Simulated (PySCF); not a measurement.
Calculated NMR parameters of trifluoromethane

- Formula: CHF3
- SMILES: FC(F)F
- InChI: InChI=1S/CHF3/c2-1(3)4/h1H
- Point group of the computed structure: C3v
- Degrees of unsaturation: 0
- Carbon signals: 1
- Proton signals: 1

Molfile (atoms numbered from 1):
```
CHF3
     RDKit          3D

  5  4  0  0  0  0  0  0  0  0999 V2000
   -0.9019   -0.8162   -0.4812 F   0  0  0  0  0  0  0  0  0  0  0  0
    0.0049   -0.0076    0.0543 C   0  0  0  0  0  0  0  0  0  0  0  0
    1.1776   -0.2566   -0.5163 F   0  0  0  0  0  0  0  0  0  0  0  0
   -0.3370    1.2458   -0.2195 F   0  0  0  0  0  0  0  0  0  0  0  0
    0.0650   -0.1626    1.1456 H   0  0  0  0  0  0  0  0  0  0  0  0
  1  2  1  0
  2  3  1  0
  2  4  1  0
  2  5  1  0
M  END
```

[PySCF 2.14: structure optimised with GFN2-xTB; shielding tensors at PBE0/pcSseg-1 (GIAO); spin–spin couplings from B3LYP/pcJ-1; a single conformation; relativity neglected; no solvent; one averaged value for each set of equivalent atoms]

Scale: ¹H (σ = 31.72 ppm), ¹³C (σ = 186.93 ppm) vs TMS; ¹⁹F (σ = 170.95 ppm) against CFCl3 (reference shieldings calculated alike).

```tsv
carbon	δC, type	δH (multiplicity, J in Hz)	HMBC from (abs. J ≥ 3 Hz)	span of the C tensor (ppm)
C2	124.4, CH	6.64 (q, 88.0)	–	23
```

Other nuclei:
```csv
atoms,nucleus,environment,δ (ppm),σ (ppm)
F1/F3/F4,¹⁹F,fluorine of a CF3 group,-92.3,263.2
```

Selected couplings (Hz, signed; the shortest-range and largest first, 30 at most; isotopes ¹⁹F, ¹³C, ¹H): ¹J(F1,C2) -349.3, ¹J(C2,H5) 240.8, ²J(F1,H5) 88.0.

1. δC 124.4: CF3 carbon; 3 electronegative neighbours deshield it.
2. δH 6.64: hydrogen on a CF3 carbon; its carbon carries F, an electronegative neighbour.

Common functionals overestimate the size of one-bond C–F couplings by tens of Hz; these are unscaled. Multiplet labels drop couplings under 1 Hz and merge nearly equal ones. Shifts are as computed. Against solution values, carbons near 30 ppm lie about +3 ppm off and those near 130 ppm about +5 ppm. Of 1211 compounds with measured shifts, 218 miss one by over three times the rms of a fit or turn the order of signals round; such compounds aren't used in these exercises. Unscaled 19F shifts against computed CFCl3 carry errors that often reach 10 to 50 ppm.
